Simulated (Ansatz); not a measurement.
Write the native input for Ansatz 0.2.0 that does the following.

```yaml
Task: relaxation of cell and atoms
Functional: r2SCAN
Potentials_or_basis: Ansatz PAW
Cutoff: "500 eV (not typed: the program's choice for these potentials)"
k_mesh: 10 × 10 × 10
Occupations: fermi-dirac, width 0.05 eV
Spin: no spin polarisation
```

As:

```
As
1.0
     2.70368    0.00000    0.00000
     0.00000    2.70368    0.00000
     0.00000    0.00000    2.70368
As
1
Direct
  0.50000 0.50000 0.50000
```

This isn't the form of As at room conditions, which is rhombohedral.

The input as run:

input.yaml

```yaml
crystal:
  lattice:
    - [2.7036817444, 0.0, 0.0]
    - [0.0, 2.7036817444, 0.0]
    - [0.0, 0.0, 2.7036817444]
  atoms:
    - { symbol: As, position: [0.5, 0.5, 0.5] }
hamiltonian:
  xc: r2scan
  pseudopotentials: { kind: paw }
kpoints:
  mp_grid: { grid: [10, 10, 10] }
scf:
  occupations: { method: fermi_dirac, width: 0.05 }
output:
  forces: true
  stress: true
  eigenvalues: true
  write_density: true
  write_potential: true
  elf: true
  volumetric_format: npy
relax:
  f_tol: 0.01
  max_steps: 40
  cell: { stress_tol: 0.05 }
```

Potentials or basis: Ansatz PAW.

Launch:

```bash
$ ansatz run input.yaml --threads 2 --pin off --max-ram 5632MiB --backend cpu --events-out ev --progress --plain --runs-dir out
```

It gave:

```yaml
Relaxed_volume: 19.73 Å³/atom
Relaxed_cell: a = 2.702 Å, b = 2.702 Å, c = 2.702 Å, α = 90.00°, β = 90.00°, γ = 90.00°
Space_group_after_relaxing_to_0.05_Å: Pm-3m (No. 221)
Energy_gained_by_relaxing: 0.0 meV/atom
Ionic_steps: 4
Pressure_after_relaxing: 0.0 GPa
Band_gap_on_the_k_mesh: none (metal or under the smearing width)
```

Caveat: the plane-wave basis is chosen anew once the cell has moved, so the energies of steps on either side of that aren't comparable; the PAW data sets come from PBE, with cores solved anew for the run's functional, which leaves a small shift of forces and pressure.

Wall time 3.3 s on 2 threads of Arm Neoverse V2, with other jobs on the host, peak memory 0.32 GiB.
